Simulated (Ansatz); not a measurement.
# LiCl: the cost of one run

Program: Ansatz 0.2.0. Level of theory: DFT PBEsol, scalar-relativistic, plane waves, PAW. These are calculated values, not measurements.

The COD entry's cell or inner coordinates are ideal or old and differ from later refinements, so a difference from it is no clean test against experiment.

1 further run of the same task is left out (set aside as unsound or not needed).

## Step 1: The starting structure

Symmetry: Fm-3m, No. 225, cubic system. The conventional cell has a = 5.063 Å, b = 5.063 Å, c = 5.063 Å, α = 90.00°, β = 90.00°, γ = 90.00°. Around Li (site symmetry m-3m) lie 6 Cl at 2.53 Å. Around Cl (site symmetry m-3m) lie 6 Li at 2.53 Å.

As a file:

```cif
data_structure
_symmetry_space_group_name_H-M 'P 1'
_symmetry_Int_Tables_number 1
_cell_length_a 3.5800
_cell_length_b 3.5800
_cell_length_c 3.5800
_cell_angle_alpha 60.000
_cell_angle_beta 60.000
_cell_angle_gamma 60.000
_cell_volume 32.44
loop_
_atom_site_label
_atom_site_type_symbol
_atom_site_fract_x
_atom_site_fract_y
_atom_site_fract_z
_atom_site_occupancy
Li1 Li 0.00000 0.00000 0.00000 1
Cl1 Cl 0.50000 0.50000 0.50000 1
```

It is the result of an earlier relaxation at this level (volume 16.22 Å³/atom; gap on the mesh: 6.35 eV).

## Step 2: Relaxing to 0.001 eV/Å

Response runs need a geometry at rest under their own mesh and occupations; hence this stricter relaxation.

The input, input.yaml:

```yaml
crystal:
  lattice:
    - [0.0, 2.531410565, 2.531410565]
    - [2.531410565, 0.0, 2.531410565]
    - [2.531410565, 2.531410565, 0.0]
  atoms:
    - { symbol: Li, position: [0.0, 0.0, 0.0] }
    - { symbol: Cl, position: [0.5, 0.5, 0.5] }
basis:
  ecutwfc: 420
kpoints:
  mp_grid: { grid: [8, 8, 8] }
hamiltonian:
  xc: pbesol
scf:
  occupations: { method: fixed }
output:
  forces: true
  stress: true
  eigenvalues: true
  write_density: true
  write_potential: true
  elf: true
  volumetric_format: npy
relax:
  adjacent_minimum: "off"
  f_tol: 0.001
  max_steps: 60
  cell: { stress_tol: 0.01 }
```

The run is started by

```bash
$ ansatz run input.yaml --threads 1 --pin off --max-ram 2560MiB --backend cpu --events-out ev --progress --plain --runs-dir out
```

**Question.** How long does this run take on 1 thread of an Arm CPU, shared host, and how much memory does it need?

About 2.5 s, with a peak of 0.27 GiB.
